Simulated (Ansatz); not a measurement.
RbBr built on the rocksalt prototype (r2SCAN geometry), in Ansatz:

```
Rb Br
1.0
     0.00000    3.46083    3.46083
     3.46083    0.00000    3.46083
     3.46083    3.46083    0.00000
Rb Br
1 1
Cartesian
  0.0000 0.0000 0.0000
  3.4608 3.4608 3.4608
```

G0W0@PBE with 311 empty bands, a screening cutoff of 140 eV and a 4×4×4 mesh (PAW, contour deformation) gives 6.794 eV over the mesh points, from a PBE gap of 4.291 eV; it sums over 319 bands with 331 plane waves in the screening and a wave cutoff of 420 eV. No extrapolation in bands, cutoff or mesh was made for G0W0. No spin polarisation and no zero-point or thermal motion.

Q: Estimate the gap with mesh 6×6×6, empty bands 134, screening cutoff 80 eV.

A: 6.588 eV (-0.206 eV), from a Kohn-Sham gap of 4.291 eV.

Q: Estimate the gap with empty bands 572, screening cutoff 210 eV.

A: 6.871 eV (+0.077 eV), from a Kohn-Sham gap of 4.291 eV.

Q: Estimate the gap with empty bands 134, screening cutoff 80 eV.

A: 6.597 eV (-0.197 eV), from a Kohn-Sham gap of 4.291 eV.

Q: Another run gave a Kohn-Sham gap of 4.290 eV and a G0W0 gap of 6.739 eV, summing over 319 bands with 331 plane waves in the screening and a wave cutoff of 630 eV. What was changed?

A: Potentials of the kind norm-conserving. The wave cutoff gives it away.

The runs are scalar-relativistic, without spin-orbit coupling.
